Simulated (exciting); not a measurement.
GaAs:

```
As Ga
1.0
     0.00000    2.82685    2.82685
     2.82685    0.00000    2.82685
     2.82685    2.82685    0.00000
As Ga
1 1
Cartesian
  4.2403 4.2403 4.2403
  0.0000 0.0000 0.0000
```

Base run:

- Program: exciting (release sodium)
- Functional: PBE
- Potentials or basis: all-electron LAPW+lo, shipped species files, valence relativity iora*
- rgkmax: 9
- k mesh: 8 × 8 × 8
- Occupations: fermi-dirac, width 0.05 eV
- Spin: no spin polarisation

Its results: band gap on the k mesh 0.51 eV, direct.

**Question.** The run is repeated on the same cell with these changes: k mesh from 8 × 8 × 8 to 6 × 6 × 6; spin from no spin polarisation to spin-orbit coupling, no magnetisation. What comes out?

**Answer.** Band gap on the k mesh 0.40 eV, direct.

Several settings changed at once, so the effect can't be laid on one alone.

Caveats: the tetrahedron DOS on this energy grid can lose part of the weight of narrow d or f bands (some runs).
